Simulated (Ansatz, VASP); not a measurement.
This is a calculation of In for Ansatz 0.2.0.

The input input.yaml:

```yaml
crystal:
  lattice:
    - [3.335484782, 0.0, 0.0]
    - [-1.667742391, 2.8886145552, 0.0]
    - [0.0, 0.0, 5.50914292]
  atoms:
    - { symbol: In, position: [0.670015, 0.335907, 0.749045] }
    - { symbol: In, position: [0.320374, 0.680221, 0.25626] }
hamiltonian:
  xc: pbe
  pseudopotentials: { kind: paw }
kpoints:
  mp_grid: { grid: [9, 9, 5] }
scf:
  occupations: { method: fermi_dirac, width: 0.05 }
output:
  forces: true
  stress: true
  eigenvalues: true
```

Potentials or basis: Ansatz PAW.

The run is started by

```sh
$ ansatz run input.yaml --threads 2 --pin off --max-ram 5120MiB --backend cpu --events-out ev --progress --plain --runs-dir out
```

Task: Set up the same calculation for VASP 6.6.1. Potentials there: VASP PAW PBE potentials, release 64 (In_d).

Result: As run (the cutoff follows the program's own potentials):

File INCAR:

```
  ALGO = Normal
  EDIFF = 1E-7
  ENCUT = 520
  GGA = PE
  ISIF = 2
  ISMEAR = -1
  LASPH = T
  LCHARG = F
  LREAL = F
  LWAVE = F
  NBANDS = 20
  NELM = 100
  PREC = Accurate
  SIGMA = 0.05
```

Contents of KPOINTS:

```
k-points
0
Gamma
  9 9 5
```

The input POSCAR:

```
In
1.0
    3.3354847820      0.0000000000      0.0000000000
   -1.6677423910      2.8886145552      0.0000000000
    0.0000000000      0.0000000000      5.5091429200
In
2
Direct
    0.6700150000      0.3359070000      0.7490450000
    0.3203740000      0.6802210000      0.2562600000
```

Potentials or basis: VASP PAW PBE potentials, release 64 (In_d).

Run with:

```bash
$ cat potpaw_PBE.64/In_d/POTCAR > POTCAR
$ mpirun -np 1 vasp_std > vasp.out
```

Both were run:

|  | VASP | Ansatz | Ansatz less VASP |
| --- | --- | --- | --- |
| gap on the k mesh at the Fermi level (eV) | none | none | - |
| pressure (GPa) | 1.5 | 1.5 | +0.04 |
| largest component of the traceless stress (GPa) | 0.18 | 0.18 | +0.003 |
| rms of the force components (eV/Å) | 0.066 | 0.066 | -0.0001 |

Atom by atom the forces differ by 0.000 eV/Å (rms over components). A gap of «none» marks a metal or a gap that the smearing closes.
